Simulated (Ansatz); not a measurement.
What a change of settings does to a run on S

The cell was built from the fcc type and relaxed in the same program; it needn't be a known or the stable phase. The listed cell was then made from it by scaling, straining or moving an atom.

First run: DFT, PBE, PAW with Ansatz's default frozen-core files, scalar-relativistic (Ansatz 0.2.0).

Command: `ansatz run input.yaml --threads 1 --pin off --max-ram 2048MiB --backend cpu --events-out ev --progress --plain --runs-dir out` The run took about 1.3 s on 1 thread of a shared machine.

```yaml
crystal:
  lattice:
    - [0.0, 2.0266521619, 2.0266521619]
    - [2.0266521619, 0.0, 2.0266521619]
    - [2.0266521619, 2.0266521619, 0.0]
  atoms:
    - { symbol: S, position: [0.0, 0.0, 0.0] }
kpoints:
  mp_grid: { grid: [16, 16, 16] }
scf:
  occupations: { method: fermi_dirac, width: 0.03 }
hamiltonian:
  xc: pbe
  pseudopotentials: { kind: paw }
output:
  forces: true
  stress: true
  eigenvalues: true
  efg: { contact_densities: true }
```

Result: converged; pressure -3.56 GPa; no gap on the k mesh; 6 SCF iterations.

The input is then changed:

```diff
@@ -10,7 +10,8 @@
 scf:
   occupations: { method: fermi_dirac, width: 0.03 }
+  mixing: { preconditioner: kerker, algorithm: msr1, beta: 0.7 }
 hamiltonian:
   xc: pbe
-  pseudopotentials: { kind: paw }
+  pseudopotentials: { kind: paw_fr }
 output:
   forces: true
@@ -18,3 +19,10 @@
   eigenvalues: true
   efg: { contact_densities: true }
+  write_density: true
+  write_potential: true
+  elf: true
+  volumetric_format: npy
+magnetization:
+  noncollinear: true
+  spin_orbit: true
```

Question: What does the second run give?

Answer: It converged; pressure -3.55 GPa; no gap on the k mesh; 5 SCF iterations.
